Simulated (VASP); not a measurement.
Ba:

```
Ba
1.0
    -2.50650    2.50650    2.50650
     2.50650   -2.50650    2.50650
     2.50650    2.50650   -2.50650
Ba
1
Direct
  0.00000 0.00000 0.00000
```

* Program: VASP 6.6.1
* Task: relaxation of cell and atoms
* Functional: LDA
* Potentials or basis: VASP PAW LDA potentials, release 64 (Ba_sv)
* Cutoff: 600 eV
* k mesh: 8 × 8 × 8
* Occupations: methfessel-paxton, width 0.1 eV
* Spin: no spin polarisation

At the start: pressure -1.3 GPa; volume 62.99 Å³/atom.

Problem. How do energy, volume and symmetry change on relaxing?

Solution. Over 4 steps the energy falls by 39.6 meV/atom and the volume is 54.26 Å³/atom (-13.9 %); space group Im-3m (No. 229, to 0.05 Å).

Step by step:
```tsv
step	energy change (eV)	largest force (eV/Å)	pressure (GPa)	volume (Å³)
1	0.0000	0.0000	-1.32	62.99
2	-0.0106	0.0000	-1.16	61.61
3	-0.0395	0.0000	0.09	53.79
4	-0.0396	0.0000	0.00	54.26
```

Final structure:
```cif
data_structure
_symmetry_space_group_name_H-M 'P 1'
_symmetry_Int_Tables_number 1
_cell_length_a 4.1307
_cell_length_b 4.1307
_cell_length_c 4.1307
_cell_angle_alpha 109.471
_cell_angle_beta 109.471
_cell_angle_gamma 109.471
_cell_volume 54.26
loop_
_atom_site_label
_atom_site_type_symbol
_atom_site_fract_x
_atom_site_fract_y
_atom_site_fract_z
_atom_site_occupancy
Ba1 Ba 0.00000 0.00000 0.00000 1
```

Caveat: the volume moved by -14 % from the deposited cell, more than functionals usually miss.
